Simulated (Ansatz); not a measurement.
**Ge, before and after**

The cell of Ge is invented: 4-connected net of one element (P4_122, No. 91). The dimensions are guesses.

start.cif

```cif
data_structure
_symmetry_space_group_name_H-M 'P4_122'
_symmetry_Int_Tables_number 91
_cell_length_a 4.7083
_cell_length_b 4.7083
_cell_length_c 3.6350
_cell_angle_alpha 90.000
_cell_angle_beta 90.000
_cell_angle_gamma 90.000
_cell_volume 80.58
loop_
_atom_site_label
_atom_site_type_symbol
_atom_site_symmetry_multiplicity
_atom_site_Wyckoff_symbol
_atom_site_fract_x
_atom_site_fract_y
_atom_site_fract_z
_atom_site_occupancy
Ge1 Ge 4 a 0.33849 0.00000 0.75000 1
```

Theory: Ansatz, DFT PBE, scalar-relativistic, plane waves, PAW. Cutoff 420 eV, Gaussian smearing, Γ-centred meshes. Cell and atoms relax first on a coarse mesh and then on a finer one. In between, the cell is made exact in the group found at 0.06 Å. In metals the finer mesh still leaves noise of several meV/atom or more. The steps can't lower the symmetry of their start. No spin polarisation.

end.cif

```cif
data_structure
_symmetry_space_group_name_H-M 'P4_122'
_symmetry_Int_Tables_number 91
_cell_length_a 4.8913
_cell_length_b 4.8913
_cell_length_c 3.9538
_cell_angle_alpha 90.000
_cell_angle_beta 90.000
_cell_angle_gamma 90.000
_cell_volume 94.59
loop_
_atom_site_label
_atom_site_type_symbol
_atom_site_symmetry_multiplicity
_atom_site_Wyckoff_symbol
_atom_site_fract_x
_atom_site_fract_y
_atom_site_fract_z
_atom_site_occupancy
Ge1 Ge 4 a 0.34222 0.00000 0.75000 1
```

The symmetry stays P4_122 (No. 91). The volume per atom grows by 17.4 %, from 20.1 to 23.6 Å³. The shortest distance goes from 2.37 Å (Ge–Ge) to 2.51 Å (Ge–Ge). The energy falls by about 0.15 eV/atom (the start's value is from the coarse mesh).

For Ge, the volume per atom is 23.65 Å³. The density is 5.10 g/cm³, the energy over the standard state is +0.23 eV/atom and the gap on the 10×10×12 mesh of the 4-atom cell is 0 eV (a metal).

Energies count from the standard state of Ge at the same level. So it is a metastable form at best.

The last run used Gaussian smearing of 0.10 eV. The zero gap may come from the functional, which often closes small gaps. Symmetry constrained the relaxation, so the result can be a saddle point. In all, the 3 runs took 4 min on 1 thread of Arm Neoverse V1, with other jobs on the host. Another cell of Ge relaxed alike, in Fd-3m, lies 234 meV/atom lower, so this cell isn't the stable form at this level.
